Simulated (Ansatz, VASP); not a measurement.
## Sb in VASP and in Ansatz

```
Sb
1.0
     0.00000    2.20339    2.20339
     2.20339    0.00000    2.20339
     2.20339    2.20339    0.00000
Sb
1
Direct
  0.00000 0.00000 0.00000
```

Alike in both runs: task single point; functional PBEsol; k mesh 8 × 8 × 8; occupations gaussian, width 0.1 eV; no spin polarisation.

|  | VASP | Ansatz |
| --- | --- | --- |
| version | VASP 6.6.1 | Ansatz 0.2.0 |
| potentials or method | VASP PAW PBE potentials, release 64 (Sb) | scalar-relativistic, plane waves, PAW |
| plane-wave cutoff (eV) | 520 | 420 |
| valence electrons in the cell | 5 | 15 |

|  | VASP | Ansatz | Ansatz less VASP |
| --- | --- | --- | --- |
| gap on the k mesh at the Fermi level (eV) | none | none | - |
| pressure (GPa) | 22.6 | 22.2 | -0.34 |

A gap of «none» marks a metal or a gap that the smearing closes. With one functional, cell and mesh, what is left measures potentials, basis and numerics. The two sets of potentials don't hold the same shells in valence.

Caveats: so large a pressure means that the cell lies far from this level's equilibrium, or that cutoff or potentials fall short (VASP); the potentials were made for another functional, which shifts forces and pressure (VASP). The runs have no spin-orbit coupling, so splittings on Sb are missing.
